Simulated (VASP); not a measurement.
# PtS2 (C2/m) in VASP: further runs, part 2 of 2

VASP 6.6.1. The steps go on from the part before.

### 4 Single point, LDA+U, collinear spin, random start

Input file INCAR:

```
PREC = Accurate
ENCUT = 520
EDIFF = 1E-7
ISMEAR = 0
SIGMA = 0.05
LREAL = F
LASPH = T
NELM = 100
ALGO = Normal
ISIF = 2
LWAVE = F
LCHARG = F
ISPIN = 2
MAGMOM = 0.12 0 0
LORBIT = 11
LMAXMIX = 4
LDAU = T
LDAUTYPE = 2
LDAUL = 2 -1
LDAUU = 5 0
LDAUJ = 0 0
LDAUPRINT = 1
GGA = CA
```

Input file KPOINTS:

```
regular mesh
0
Gamma
  6 6 4
```

Input file POSCAR:

```
PtS2
1.0
    3.1165126000     -1.9104842100      0.0000000000
    3.1165126000      1.9104842100      0.0000000000
   -0.0030682400      0.0000000000      4.3949362900
Pt S
1 2
Direct
    0.0000000000      0.0000000000      0.0000000000
    0.6879000000      0.6879000000      0.2889000000
    0.3121000000      0.3121000000      0.7111000000
```

Launch:

```
$ cat potpaw_LDA.64/Pt/POTCAR potpaw_LDA.64/S/POTCAR > POTCAR
$ mpirun -np 1 vasp_std > vasp.out
```

Run time: 60 s. Hardware: 1 thread of Intel Xeon Platinum 8259CL at 2.50GHz (Skylake/Cascade Lake), shared host; peak memory 0.2 GiB.

It converged, with:

| Quantity | Value |
| --- | --- |
| Free energy | -14.2694 eV |
| Pressure | -14.8 GPa |
| Largest force | 1.386 eV/Å |
| Band gap on the k mesh | none (metal or under the smearing width) |
| Net moment | 0.00 μB per cell |
| Valence electrons inside the program's atomic spheres | Pt 9.59; S 3.54 |

Forces on the atoms (eV/Å):
```
Pt   0.000  0.000  0.000
S   -0.666  0.000 -1.215
S    0.666  0.000  1.215
```

Stress tensor (GPa, compression positive):
```
-11.59   0.00  -5.57
  0.00 -22.53   0.00
 -5.57   0.00 -10.31
```

Levels at points of the mesh, in eV from the Fermi level:
Spin up:
```csv
k point,band 8,band 9,band 10,band 11,band 12,band 13,band 14,band 15
"(0.00, 0.00, 0.00)",-2.54,-1.26,-0.46,-0.03,0.57,1.12,3.99,4.90
"(0.50, 0.00, 0.00)",-3.59,-3.48,-2.73,-2.56,0.37,2.72,6.22,7.46
"(0.50, 0.50, 0.00)",-3.93,-3.80,-2.61,-2.39,1.28,2.29,5.50,6.52
"(0.00, 0.00, 0.50)",-2.64,-2.34,-1.73,-1.69,2.23,2.50,6.09,7.14
"(0.50, 0.00, 0.50)",-3.36,-3.29,-1.96,-0.21,0.36,1.97,5.09,5.49
"(0.50, 0.50, 0.50)",-3.92,-3.08,-2.13,-1.45,-0.22,1.55,6.18,6.34
```
Spin down:
```
           k point  band 9  band 10  band 11  band 12  band 13  band 14
(0.00, 0.00, 0.00)   -1.26    -0.46    -0.03     0.57     1.12     3.99
(0.50, 0.00, 0.00)   -3.48    -2.73    -2.56     0.37     2.72     6.22
(0.50, 0.50, 0.00)   -3.80    -2.61    -2.39     1.28     2.29     5.50
(0.00, 0.00, 0.50)   -2.34    -1.73    -1.69     2.23     2.50     6.09
(0.50, 0.00, 0.50)   -3.29    -1.96    -0.21     0.36     1.97     5.09
(0.50, 0.50, 0.50)   -3.08    -2.13    -1.45    -0.22     1.55     6.18
```

Eigenvalues of the final occupation matrices:
```tsv
site	spin	trace	eigenvalues
site 1 d	1	4.23	0.69 0.75 0.93 0.93 0.93
site 1 d	2	4.23	0.69 0.75 0.93 0.93 0.93
```

Caveat: forces of over 1 eV/Å show positions far from the minimum, so gaps and moduli don't describe the material at rest.

### 5 Single point, LDA+U, collinear spin, ferromagnetic start

Input file INCAR:

```
PREC = Accurate
ENCUT = 520
EDIFF = 1E-7
ISMEAR = 0
SIGMA = 0.05
LREAL = F
LASPH = T
NELM = 60
ALGO = Fast
ISIF = 2
LWAVE = F
LCHARG = F
ISPIN = 2
MAGMOM = 0.5 0 0
LORBIT = 11
NUPDOWN = 1
LMAXMIX = 4
LDAU = T
LDAUTYPE = 2
LDAUL = 2 -1
LDAUU = 5 0
LDAUJ = 0 0
LDAUPRINT = 1
```

KPOINTS is that of step 4.

POSCAR is that of step 4.

Potentials or basis: VASP PAW LDA potentials, release 64 (Pt, S).

Launch:

```
$ cat potpaw_LDA.64/Pt/POTCAR potpaw_LDA.64/S/POTCAR > POTCAR
$ mpirun -np 1 vasp_std > vasp.out
```

OUTCAR:

```text
PREC = Accurate
   ENCUT = 520
   EDIFF = 1E-7
   ISMEAR = 0
   LREAL = F
   LASPH = T
   NELM = 60
   ISIF = 2
   ISPIN = 2
   LORBIT = 11
   NUPDOWN = 1

 ion  position               nearest neighbor table
   1  0.000  0.000  0.000-   2 2.32   3 2.32   2 2.58   2 2.58   3 2.58   3 2.58
   2  0.688  0.688  0.289-   1 2.32   1 2.58   1 2.58   3 2.77   3 2.77
   3  0.312  0.312  0.711-   1 2.32   1 2.58   1 2.58   2 2.77   2 2.77

  LATTYP: Found a base centered monoclinic cell.
 ALAT       =     6.2330252000
 B/A-ratio  =     0.6130198896
 C/A-ratio  =     0.7051050204
 COS(beta)  =    -0.0006981305

  Lattice vectors:

 A1 = (   3.1165126000,  -1.9104842100,   0.0000000000)
 A2 = (   3.1165126000,   1.9104842100,   0.0000000000)
 A3 = (  -0.0030682400,   0.0000000000,   4.3949362900)

Analysis of symmetry for initial positions (statically):
=====================================================================
 Subroutine PRICEL returns:
 Original cell was already a primitive cell.

 Routine SETGRP: Setting up the symmetry group for a
 base centered monoclinic supercell.

 Subroutine GETGRP returns: Found  4 space group operations
 (whereof  4 operations were pure point group operations)
 out of a pool of  4 trial point group operations.

The static configuration has the point symmetry C_2h.

Analysis of symmetry for dynamics (positions and initial velocities):
=====================================================================
 Subroutine PRICEL returns:
 Original cell was already a primitive cell.

 Routine SETGRP: Setting up the symmetry group for a
 base centered monoclinic supercell.

 Subroutine GETGRP returns: Found  4 space group operations
 (whereof  4 operations were pure point group operations)
 out of a pool of  4 trial point group operations.

The dynamic configuration has the point symmetry C_2h.

Analysis of structural, dynamic, and magnetic symmetry:
[... 199 lines left out ...]

 E-fermi :   6.0775     XC(G=0): -11.3408

 val. band max:        7.4485600711   @ k =   0.1667   0.0000   0.5000
 cond. band min:       6.1243319206   @ k =   0.3333   0.1667   0.5000
 fundamental gap:     -1.3242281505
 Fermi energy:         7.4515817729

 spin component 1

 k-point     1 :       0.0000    0.0000    0.0000
  band No.  band energies     occupation
      1      -8.3400      1.00000
      2      -4.5635      1.00000
      3      -0.3459      1.00000
      4       0.2600      1.00000
      5       0.5310      1.00000
      6       2.4542      1.00000
      7       2.5585      1.00000
      8       4.2945      1.00000
      9       5.5467      1.00000
     10       6.3006      1.00000
     11       6.5971      1.00000
     12       7.2988      0.99999
[... 841 lines left out ...]
      4       1.1361      1.00000
      5       1.7563      1.00000
      6       2.0335      1.00000
      7       3.1393      1.00000
      8       3.4979      1.00000
      9       4.9785      1.00000
     10       5.1829      1.00000
     11       6.1342      0.05441
     12       8.0722      0.00000
     13       9.1956      0.00000
     14      12.5757      0.00000
     15      14.0925      0.00000

 [... further k-points ...]

------------------------ aborting loop because EDIFF is reached ----------------------------------------

  FORCE on cell =-STRESS in cart. coord.  units (eV):
  Direction    XX          YY          ZZ          XY          YZ          ZX
  --------------------------------------------------------------------------------------
  -------------------------------------------------------------------------------------
  Total       -3.4700908     -6.1184991     -2.8787521      0.0000000      0.0000000     -1.2304593
  in kB     -106.2322795   -187.3098262    -88.1292223      0.0000000      0.0000000    -37.6688996
  external PRESSURE =    -127.2237760 kB  Pullay stress =       0.0000000 kB

 VOLUME and BASIS-vectors are now :
 -----------------------------------------------------------------------------
  energy-cutoff  :      520.00
  volume of cell :       52.34
      direct lattice vectors                 reciprocal lattice vectors
     3.116512600 -1.910484210  0.000000000     0.160435738 -0.261713757  0.000112005
     3.116512600  1.910484210  0.000000000     0.160435738  0.261713757  0.000112005
    -0.003068240  0.000000000  4.394936290     0.000000000  0.000000000  0.227534584

 POSITION                                       TOTAL-FORCE (eV/Angst)
 -----------------------------------------------------------------------------------
      0.00000      0.00000      0.00000        -0.000000      0.000000      0.000000
      4.28681      0.00000      1.26970        -0.406389      0.000000     -1.037457
      1.94315      0.00000      3.12524         0.406389      0.000000      1.037457
 -----------------------------------------------------------------------------------
    total drift:                               -0.000000      0.000000      0.000000

  FREE ENERGIE OF THE ION-ELECTRON SYSTEM (eV)
  ---------------------------------------------------
  free  energy   TOTEN  =       -13.8855330606 eV

  energy  without entropy=      -13.8837921195  energy(sigma->0) =      -13.88466259

 total charge

# of ion       s       p       d       tot
------------------------------------------
    1        0.618   0.570   8.422   9.610
    2        1.381   2.160   0.000   3.541
    3        1.381   2.160   0.000   3.541
--------------------------------------------------
tot          3.381   4.890   8.422  16.693

 magnetization (x)

# of ion       s       p       d       tot
------------------------------------------
    1        0.011   0.027   0.361   0.399
    2        0.020   0.178   0.000   0.198
    3        0.020   0.178   0.000   0.198
--------------------------------------------------
tot          0.052   0.383   0.361   0.796
```

OSZICAR:

```text
N       E                     dE             d eps       ncg     rms          rms(c)
DAV:   1     0.114661598803E+03    0.11466E+03   -0.10535E+04  2916   0.129E+03
DAV:   2    -0.949224438319E+01   -0.12415E+03   -0.12151E+03  3604   0.245E+02
DAV:   3    -0.139412162824E+02   -0.44490E+01   -0.44176E+01  3569   0.504E+01
DAV:   4    -0.139852906539E+02   -0.44074E-01   -0.44061E-01  3548   0.558E+00
DAV:   5    -0.139859499358E+02   -0.65928E-03   -0.65927E-03  3702   0.652E-01    0.199E+01
RMM:   6    -0.138682186616E+02    0.11773E+00   -0.13486E+00  2820   0.823E+00    0.101E+01
RMM:   7    -0.138678817786E+02    0.33688E-03   -0.22625E-01  2836   0.365E+00    0.463E+00
RMM:   8    -0.138804678285E+02   -0.12586E-01   -0.91224E-02  2958   0.243E+00    0.914E-01
RMM:   9    -0.138827141601E+02   -0.22463E-02   -0.16650E-02  3171   0.896E-01    0.430E-01
RMM:  10    -0.138849033660E+02   -0.21892E-02   -0.67250E-03  3093   0.628E-01    0.184E-01
RMM:  11    -0.138854231308E+02   -0.51976E-03   -0.14435E-03  3233   0.329E-01    0.959E-02
RMM:  12    -0.138854961123E+02   -0.72982E-04   -0.30136E-04  3288   0.141E-01    0.615E-02
RMM:  13    -0.138855288955E+02   -0.32783E-04   -0.18784E-04  3113   0.115E-01    0.163E-02
RMM:  14    -0.138855323105E+02   -0.34150E-05   -0.25256E-05  3181   0.418E-02    0.765E-03
RMM:  15    -0.138855328818E+02   -0.57129E-06   -0.62133E-06  3347   0.182E-02    0.389E-03
RMM:  16    -0.138855330226E+02   -0.14086E-06   -0.12418E-06  2934   0.851E-03    0.126E-03
RMM:  17    -0.138855330606E+02   -0.37989E-07   -0.36229E-07  2141   0.419E-03
   1 F= -.13885533E+02 E0= -.13884663E+02  d E =-.174094E-02  mag=     1.0000
```

stdout:

```text
POSCAR found type information on POSCAR PtS
 POSCAR found :  2 types and       3 ions
 scaLAPACK will be used
 LDA part: xc-table for (Slater(with rela. corr.)+CA(PZ))
 , standard interpolation
 POSCAR, INCAR and KPOINTS ok, starting setup
 FFT: planning ... GRIDC
 FFT: planning ... GRID_SOFT
 FFT: planning ... GRID
 WAVECAR not read
 entering main loop
```

It took 68 s on 1 thread of Intel Xeon Platinum 8259CL at 2.50GHz (Skylake/Cascade Lake), shared host; peak memory 0.19 GiB.

Results:

```
Free energy                                           : -13.8855 eV
Pressure                                              : -12.7 GPa
Largest force                                         : 1.114 eV/Å
Net moment                                            : 1.00 μB per cell
Site moments                                          : Pt +0.40; S +0.20 μB
Valence electrons inside the program's atomic spheres : Pt 9.61; S 3.54
```

Forces on the atoms (eV/Å):
```
Pt   0.000  0.000  0.000
S   -0.406  0.000 -1.037
S    0.406  0.000  1.037
```

Stress tensor (GPa, compression positive):
```
-10.62   0.00  -3.77
  0.00 -18.73   0.00
 -3.77   0.00  -8.81
```

Eigenvalues of the final occupation matrices:
| site | spin | trace | eigenvalues |
| --- | --- | --- | --- |
| site 1 d | 1 | 4.42 | 0.75 0.87 0.94 0.94 0.94 |
| site 1 d | 2 | 4.06 | 0.64 0.66 0.91 0.92 0.93 |

Caveat: the total moment is fixed, so each spin has its own Fermi level; forces of over 1 eV/Å show positions far from the minimum, so gaps and moduli don't describe the material at rest. The state reached can hang on the start; a lower one may exist.

### 6 Single point, LDA+U, non-collinear spin, random start

Input file INCAR:

```
SYSTEM = PtS2
PREC = Accurate ; ENCUT = 520
EDIFF = 1E-7 ; ISMEAR = 0
SIGMA = 0.05 ; LREAL = .False.
LASPH = .True. ; NELM = 80
ALGO = Normal ; ISIF = 2
LWAVE = .False. ; LCHARG = .False.
LNONCOLLINEAR = .True. ; MAGMOM = 0.335 -0.293 0.153 0 0 0 0 0 0
LORBIT = 11 ; LMAXMIX = 4
LDAU = .True. ; LDAUTYPE = 2
LDAUL = 2 -1 ; LDAUU = 5 0
LDAUJ = 0 0 ; LDAUPRINT = 1
```

Input file KPOINTS:

```
regular mesh
0
Gamma
  6 6 4
  0 0 0
```

POSCAR is that of step 5.

Potentials or basis: VASP PAW LDA potentials, release 64 (Pt, S).

Launch:

```
$ cat potpaw_LDA.64/Pt/POTCAR potpaw_LDA.64/S/POTCAR > POTCAR
$ mpirun -np 1 vasp_ncl > vasp.out
```

OUTCAR:

```text
SYSTEM = PtS2
   PREC = Accurate
   ENCUT = 520
   EDIFF = 1E-7
   ISMEAR = 0
   LREAL = .False.
   LASPH = .True.
   NELM = 80
   ISIF = 2
   LNONCOLLINEAR = .True.
   LORBIT = 11

 ion  position               nearest neighbor table
   1  0.000  0.000  0.000-   2 2.32   3 2.32   2 2.58   2 2.58   3 2.58   3 2.58
   2  0.688  0.688  0.289-   1 2.32   1 2.58   1 2.58   3 2.77   3 2.77
   3  0.312  0.312  0.711-   1 2.32   1 2.58   1 2.58   2 2.77   2 2.77

  LATTYP: Found a base centered monoclinic cell.
 ALAT       =     6.2330252000
 B/A-ratio  =     0.6130198896
 C/A-ratio  =     0.7051050204
 COS(beta)  =    -0.0006981305

  Lattice vectors:

 A1 = (   3.1165126000,  -1.9104842100,   0.0000000000)
[... 1083 lines left out ...]
    total drift:                               -0.000000      0.000000      0.000000

  FREE ENERGIE OF THE ION-ELECTRON SYSTEM (eV)
  ---------------------------------------------------
  free  energy   TOTEN  =       -14.2694145151 eV

  energy  without entropy=      -14.2677576552  energy(sigma->0) =      -14.26858609

 total charge

# of ion       s       p       d       tot
------------------------------------------
    1        0.619   0.586   8.389   9.594
    2        1.380   2.163   0.000   3.543
    3        1.380   2.163   0.000   3.543
--------------------------------------------------
tot          3.379   4.913   8.389  16.681

 magnetization (x)

# of ion       s       p       d       tot
------------------------------------------
    1        0.000   0.000  -0.000  -0.000
    2        0.000   0.000   0.000   0.000
    3        0.000   0.000   0.000   0.000
--------------------------------------------------
tot          0.000   0.000  -0.000   0.000

 magnetization (y)

# of ion       s       p       d       tot
------------------------------------------
    1       -0.000  -0.000   0.000   0.000
    2       -0.000  -0.000   0.000  -0.000
    3       -0.000  -0.000   0.000  -0.000
--------------------------------------------------
tot         -0.000  -0.000   0.000  -0.000

 magnetization (z)

# of ion       s       p       d       tot
------------------------------------------
    1        0.000   0.000  -0.000  -0.000
    2        0.000   0.000   0.000   0.000
    3        0.000   0.000   0.000   0.000
--------------------------------------------------
tot          0.000   0.000  -0.000   0.000
```

Wall time 3.7 min (1 thread of Intel Xeon Platinum 8259CL at 2.50GHz (Skylake/Cascade Lake), shared host); peak memory 0.35 GiB.

What came out:

| Quantity | Value |
| --- | --- |
| Free energy | -14.2694 eV |
| Pressure | -14.8 GPa |
| Largest force | 1.386 eV/Å |
| Band gap on the k mesh | none (metal or under the smearing width) |
| Net moment | 0.00 μB per cell |
| Valence electrons inside the program's atomic spheres | Pt 9.59; S 3.54 |

Forces in eV/Å, atoms in the order of the input:
```
Pt   0.000  0.000  0.000
S   -0.666  0.000 -1.215
S    0.666  0.000  1.215
```

Stress tensor (GPa, compression positive):
```
-11.59   0.00  -5.57
  0.00 -22.53   0.00
 -5.57   0.00 -10.31
```

Levels at points of the mesh, in eV from the Fermi level:
| k point | band 18 | band 19 | band 20 | band 21 | band 22 | band 23 | band 24 | band 25 | band 26 | band 27 |
| --- | --- | --- | --- | --- | --- | --- | --- | --- | --- | --- |
| (0.00, 0.00, 0.00) | -1.26 | -0.46 | -0.46 | -0.03 | -0.03 | 0.57 | 0.57 | 1.12 | 1.12 | 3.99 |
| (0.50, 0.00, 0.00) | -3.48 | -2.73 | -2.73 | -2.56 | -2.56 | 0.37 | 0.37 | 2.72 | 2.72 | 6.22 |
| (0.00, 0.50, 0.00) | -3.48 | -2.73 | -2.73 | -2.56 | -2.56 | 0.37 | 0.37 | 2.72 | 2.72 | 6.22 |
| (0.50, 0.50, 0.00) | -3.80 | -2.61 | -2.61 | -2.39 | -2.39 | 1.28 | 1.28 | 2.29 | 2.29 | 5.50 |
| (0.00, 0.00, 0.50) | -2.34 | -1.73 | -1.73 | -1.69 | -1.69 | 2.23 | 2.23 | 2.50 | 2.50 | 6.09 |
| (0.50, 0.00, 0.50) | -3.29 | -1.96 | -1.96 | -0.21 | -0.21 | 0.36 | 0.36 | 1.97 | 1.97 | 5.09 |
| (0.00, 0.50, 0.50) | -3.29 | -1.96 | -1.96 | -0.21 | -0.21 | 0.36 | 0.36 | 1.97 | 1.97 | 5.09 |
| (0.50, 0.50, 0.50) | -3.08 | -2.13 | -2.13 | -1.45 | -1.45 | -0.22 | -0.22 | 1.55 | 1.55 | 6.18 |

Moments on the atoms (μB; x, y, z):
```
Pt  0.00 0.00 0.00
S   0.00 0.00 0.00
S   0.00 0.00 0.00
```

Caveat: forces of over 1 eV/Å show positions far from the minimum, so gaps and moduli don't describe the material at rest.

### 7 Overview

| spin | fixed moment (μB) | further INCAR settings | gap on the mesh (eV) | pressure (GPa) | moment (μB) | largest force (eV/Å) |
| --- | --- | --- | --- | --- | --- | --- |
| collinear, ferromagnetic start | - | ALGO = Normal; EDIFF = 1e-06 | none | -14.8 | 0.00 | 1.39 |
| collinear, zero start | - | ALGO = Normal; EDIFF = 1e-06 | none | -14.8 | 0.00 | 1.39 |
| collinear, random start | - | ALGO = Normal; EDIFF = 1e-07 | none | -14.8 | 0.00 | 1.39 |
| collinear, ferromagnetic start | 1 | ALGO = Fast; EDIFF = 1e-07 | - | -12.7 | 1.00 | 1.11 |
| non-collinear, random start | - | ALGO = Normal; EDIFF = 1e-07 | none | -14.8 | 0.00 | 1.39 |

Alike in all rows: task single point; level LDA+U; potentials or basis VASP PAW LDA potentials, release 64 (Pt, S); Pt d U = 5 eV; cell as given; k mesh 6 × 6 × 4; cutoff (eV) 520; smearing gaussian 0.05 eV.

Every run on the cell as given and a fine mesh finds a metal.

Caveats: forces of over 1 eV/Å show positions far from the minimum, so gaps and moduli don't describe the material at rest; the total moment is fixed, so each spin has its own Fermi level (some runs).

Absolute energies hang on the potentials; compare differences alone.
